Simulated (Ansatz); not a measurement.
# Ti: the cost of one run

Computed with Ansatz 0.2.0 (DFT r2SCAN, scalar-relativistic, plane waves, PAW, unless a step's input says otherwise).

2 further runs of the same task are left out: 2 set aside as unsound or not needed.

## Step 1: The system as given

The structure is cubic, space group Im-3m (No. 229). Conventional cell: a = 3.252 Å, b = 3.252 Å, c = 3.252 Å, α = 90.00°, β = 90.00°, γ = 90.00°. Around Ti (site symmetry m-3m) lie 8 Ti at 2.82 Å.

Structure file:

```cif
data_structure
_symmetry_space_group_name_H-M 'P 1'
_symmetry_Int_Tables_number 1
_cell_length_a 3.2518
_cell_length_b 3.2518
_cell_length_c 3.2518
_cell_angle_alpha 90.000
_cell_angle_beta 90.000
_cell_angle_gamma 90.000
_cell_volume 34.38
loop_
_atom_site_label
_atom_site_type_symbol
_atom_site_fract_x
_atom_site_fract_y
_atom_site_fract_z
_atom_site_occupancy
Ti1 Ti 0.50000 0.50000 0.50000 1
Ti2 Ti 0.00000 0.00000 0.00000 1
```

It is built from the cell relaxed beforehand with the same method (17.19 Å³/atom).

## Step 2: Zero of energy

The cell is repeated 2 times, 2 atoms in all. The reference gives a free energy of -5008.4922 eV, pressure 0.04 GPa, largest force 0.000 eV/Å and gap on the mesh none (metal). It was computed beforehand with the settings of the runs below.

## Step 3: Breaking the symmetry

All atoms moved at random, sigma 0.25 Å a component, cell strained at random, sigma 0.03. Displacements in the unstrained cell, with the mean shift removed:

| atom | ux (Å) | uy (Å) | uz (Å) |
| --- | --- | --- | --- |
| Ti1 | 0.011 | -0.308 | 0.114 |
| Ti2 | -0.011 | 0.308 | -0.114 |

Strain (xx, yy, zz, yz, xz, xy; engineering shear): (0.0027, -0.0026, -0.0525, -0.0283, 0.0488, 0.0294).

## Step 4: Single point of the disturbed structure

File input.yaml:

```yaml
crystal:
  lattice:
    - [-0.0477851168, -3.243185558, 0.0460882887]
    - [-3.26050023, -0.0477851168, -0.0792862083]
    - [-0.0792862083, 0.0460882887, -3.0811372613]
  atoms:
    - { symbol: Ti, position: [0.5948613877, 0.4966877934, 0.4648742373] }
    - { symbol: Ti, position: [-0.0948613877, 0.0033122066, 0.0351257627] }
basis:
  ecutwfc: 500
kpoints:
  mp_grid: { grid: [10, 10, 10] }
hamiltonian:
  xc: r2scan
scf:
  occupations: { method: gaussian, width: 0.15 }
output:
  forces: true
  stress: true
  eigenvalues: true
```

Launch:

```console
$ ansatz run input.yaml --threads 2 --pin off --max-ram 5120MiB --backend cpu --events-out ev --progress --plain --runs-dir out
```

**Question.** How long does this run take on 2 threads of Arm Neoverse V2, shared host, and how much memory does it need?

About 13 s, with a peak of 0.59 GiB.
